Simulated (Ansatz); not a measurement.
The system is CuO.

```
Cu O
1.0
     4.16094    0.00000    0.00000
     0.00000    4.16094    0.00000
     0.00000    0.00000    3.88764
Cu O
3 3
Direct
  0.50000 0.00000 0.50000
  0.00000 0.50000 0.50000
  0.00000 0.00000 0.00000
  0.00000 0.00000 0.50000
  0.50000 0.00000 0.00000
  0.00000 0.50000 0.00000
```

Measurements of this composition are mostly on another form, of space group No. 15.

Base run:

| Item | Value |
| --- | --- |
| Program | Ansatz 0.2.0 |
| Functional | LDA |
| Potentials or basis | Ansatz PAW |
| Cutoff | 420 eV (not typed: the program's choice for these potentials) |
| k mesh | 7 × 7 × 7 |
| Occupations | fermi-dirac, width 0.05 eV |
| Spin | no spin polarisation |

Its results: band gap on the k mesh none (metal or under the smearing width); pressure -11.5 GPa.

**Question.** The run is repeated on the same cell with these changes: functional from LDA to r2SCAN; cutoff from 420 eV (not typed: the program's choice for these potentials) to 500 eV (not typed: the program's choice for these potentials). What comes out?

**Answer.** Band gap on the k mesh none (metal or under the smearing width); pressure -4.8 GPa.

Caveats: an odd number of electrons without spin polarisation forces a metal; a magnetic or distorted state may lie lower; the run has no spin polarisation, though such a crystal can be magnetic; semilocal functionals often make such compounds metallic where correlation or magnetic order opens a gap, which also shifts bond lengths; the PAW data sets come from PBE, with cores solved anew for the run's functional, which leaves a small shift of forces and pressure.
